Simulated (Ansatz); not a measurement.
A: FeNi$_{3}$ (Cu3Au type), a = 3.544 Å, b = 3.544 Å, c = 3.544 Å, α = 90.00°, β = 90.00°, γ = 90.00°
B: InN (zinc blende), a = 5.049 Å, b = 5.049 Å, c = 5.049 Å, α = 90.00°, β = 90.00°, γ = 90.00°
C: Ir (fcc, Cu type), a = 3.8708 Å, b = 3.8708 Å, c = 3.8708 Å, α = 90.00°, β = 90.00°, γ = 90.00°
D: InAs (zinc blende), a = b = c = 6.187 Å, α = β = γ = 90.00°

Scan: energy against volume (even scaling of the relaxed cell, symmetry kept). All come from one method, each on a k mesh of its own. All were relaxed with their symmetry unable to fall. At this level the bands of InAs touch or barely overlap; measurements give the solid a gap. At this level the bands of InN touch or barely overlap; measurements give the solid a gap. Ir is run without spin polarisation. Relaxed FeNi3 ends ferromagnetic. Spin-orbit coupling is left out. Other magnetic orders were not checked, so this need not be the ground state. (This holds for the magnetic or f-shell members.)

**Question.** Order them by bulk modulus (fitted) (lowest first) at the level PBE (plane waves to 420 eV, PAW, scalar-relativistic; Ansatz, a program for electronic structure).

**Answer.** D (48.3 GPa), B (121 GPa), A (195 GPa), C (346 GPa)

(A scan under strain: stresses follow from slopes of the energy per volume, elastic moduli from its curvatures.)
